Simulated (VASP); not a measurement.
Input of a VASP 6.6.1 run:

Contents of INCAR:

```
SYSTEM = O
PREC = Accurate
ENCUT = 520
EDIFF = 1E-6
ISMEAR = -1
SIGMA = 0.01
LREAL = .False.
LASPH = .True.
NELM = 100
ALGO = Normal
ISIF = 2
LWAVE = .False.
LCHARG = .False.
GGA = PE
NBANDS = 13
```

The input KPOINTS:

```
Automatic mesh
0
Gamma
  11 11 11
  0 0 0
```

Contents of POSCAR:

```
O
1.0
    1.4233490221      0.8217709410      3.4083000000
   -1.4233490221      0.8217709410      3.4083000000
    0.0000000000     -1.6435418821      3.4083000000
O
2
Direct
    0.0577000000      0.0577000000      0.0577000000
    0.9423000000      0.9423000000      0.9423000000
```

Potentials or basis: VASP PAW PBE potentials, release 64 (O).

The run is started by

```bash
$ cat potpaw_PBE.64/O/POTCAR > POTCAR
$ mpirun -np 1 vasp_std > vasp.out
```

(1) Predict the pressure.

(2) Predict the band gap on the k mesh.

## Answers

(1) 9.4 GPa.

(2) none (metal or under the smearing width).

Caveat: the standard files for N, O and F lose accuracy on very short bonds; spin is off for a triplet molecule; forces of over 1 eV/Å show positions far from the minimum, so gaps and moduli don't describe the material at rest.
